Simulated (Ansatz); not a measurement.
Start of a relaxation, (100) slab as cut from the bulk (BAs, F-43m (No. 216), (1 0 0) face):

```yaml
crystal:
  lattice:
    - [3.40035, 0.00000, 0.00000]
    - [0.00000, 3.40035, 0.00000]
    - [0.00000, 0.00000, 25.81985]
  atoms:
    - { symbol: As, position: [0.00000, 0.50000, 0.29047] }
    - { symbol: B, position: [0.50000, 0.50000, 0.33704] }
    - { symbol: As, position: [0.50000, 0.00000, 0.38360] }
    - { symbol: B, position: [0.00000, 0.00000, 0.43016] }
    - { symbol: As, position: [0.00000, 0.50000, 0.47672] }
    - { symbol: B, position: [0.50000, 0.50000, 0.52328] }
    - { symbol: As, position: [0.50000, 0.00000, 0.56984] }
    - { symbol: B, position: [0.00000, 0.00000, 0.61640] }
    - { symbol: As, position: [0.00000, 0.50000, 0.66296] }
    - { symbol: B, position: [0.50000, 0.50000, 0.70953] }
```

Method: Ansatz 0.2.0, DFT PBE, scalar-relativistic, plane waves, PAW. Settings: cutoff 420 eV, Γ-centred mesh 8×8×1 on the computed 10-atom cell, Gaussian smearing of 0.05 eV; no spin polarisation. A dipole correction removes the field between periodic images along c.

All atoms are free. The cell is fixed. Force threshold 0.02 eV/Å.

```csv
step,E − E_final (eV),largest force (eV/Å)
1,0.133,1.361
2,0.025,0.741
3,0.002,0.146
4,0.000,0.011
5,0.000,0.011
```

(1) What is the final structure?

## Answers

(1)
```xyz
10
Lattice="3.4004 0.0000 0.0000 0.0000 3.4004 0.0000 0.0000 0.0000 25.8199" Properties=species:S:1:pos:R:3 pbc="T T T"
As    0.0000    1.7002    7.5012
B     1.7002    1.7002    8.7223
As    1.7002    0.0000    9.9235
B     0.0000    0.0000   11.1256
As    0.0000    1.7002   12.3218
B     1.7002    1.7002   13.5240
As    1.7002    0.0000   14.7326
B     0.0000    0.0000   15.9160
As    0.0000    1.7002   17.1599
B     1.7002    1.7002   18.1724
```

Cost: 1 run of about 5.5 core-minutes, on Intel Xeon Processor @ 2.50GHz (Skylake/Cascade Lake) (shared hosts).